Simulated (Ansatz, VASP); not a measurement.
## One calculation of CdS, two programs

The input POSCAR:

```
CdS
1.0
    0.0000000000      2.6813668913      2.6813668913
    2.6813668913      0.0000000000      2.6813668913
    2.6813668913      2.6813668913      0.0000000000
Cd S
1 1
Direct
   -0.0063692780      0.0063692780      0.0063692780
    0.5223330012      0.4776669988      0.4776669988
```

File INCAR.step1:

```
  ALGO = Normal
  EDIFF = 1E-4
  ENCUT = 520
  GGA = PE
  ISMEAR = 0
  LASPH = True
  LCHARG = False
  LREAL = False
  LWAVE = True
  NBANDS = 16
  NELM = 60
  PREC = Accurate
  SIGMA = 0.05
```

Contents of INCAR.step2:

```
  ALGO = Normal
  EDIFF = 1E-7
  ENCUT = 520
  ISIF = 2
  ISMEAR = 0
  ISTART = 1
  LASPH = True
  LCHARG = True
  LELF = True
  LMIXTAU = True
  LREAL = False
  LVHAR = True
  LWAVE = False
  METAGGA = R2SCAN
  NBANDS = 16
  NELM = 60
  PREC = Accurate
  SIGMA = 0.05
```

Contents of KPOINTS:

```
k-points
0
Gamma
  8 8 8
```

Input for Ansatz:

```yaml
crystal:
  lattice:
    - [0.0, 2.6813668913, 2.6813668913]
    - [2.6813668913, 0.0, 2.6813668913]
    - [2.6813668913, 2.6813668913, 0.0]
  atoms:
    - { symbol: Cd, position: [-0.006369278, 0.006369278, 0.006369278] }
    - { symbol: S, position: [0.5223330012, 0.4776669988, 0.4776669988] }
basis:
  ecutwfc: 500
kpoints:
  mp_grid: { grid: [8, 8, 8] }
hamiltonian:
  xc: r2scan
scf:
  occupations: { method: gaussian, width: 0.05 }
output:
  forces: true
  stress: true
  eigenvalues: true
```

Change from the starting cell: mode 4 frozen in at -0.122 Å, equal normal strain along x, y and z -0.0167.

Alike in both runs: task single point; functional r2SCAN; k mesh 8 × 8 × 8; occupations gaussian, width 0.05 eV; no spin polarisation.

|  | VASP | Ansatz |
| --- | --- | --- |
| version | VASP 6.6.1 | Ansatz 0.2.0 |
| potentials or method | VASP PAW PBE potentials, release 64 (Cd, S) | scalar-relativistic, plane waves, PAW |
| plane-wave cutoff (eV) | 520 | 500 |
| valence electrons in the cell | 18 | 26 |

|  | VASP | Ansatz | Ansatz less VASP |
| --- | --- | --- | --- |
| gap on the k mesh at the Fermi level (eV) | 0.78 | 0.80 | +0.020 |
| least direct gap on the mesh (eV) | 2.69 | 2.73 | +0.039 |
| pressure (GPa) | 6.1 | 5.5 | -0.61 |
| largest component of the traceless stress (GPa) | 2.14 | 2.09 | -0.051 |
| rms of the force components (eV/Å) | 0.285 | 0.275 | -0.0100 |

Atom by atom the forces differ by 0.010 eV/Å (rms over components). With one functional, cell and mesh, what is left measures potentials, basis and numerics. The two sets of potentials don't hold the same shells in valence.

Caveats: the PAW data sets were made with another functional, which shifts forces and pressure a little (VASP). A k mesh can miss the band edges.
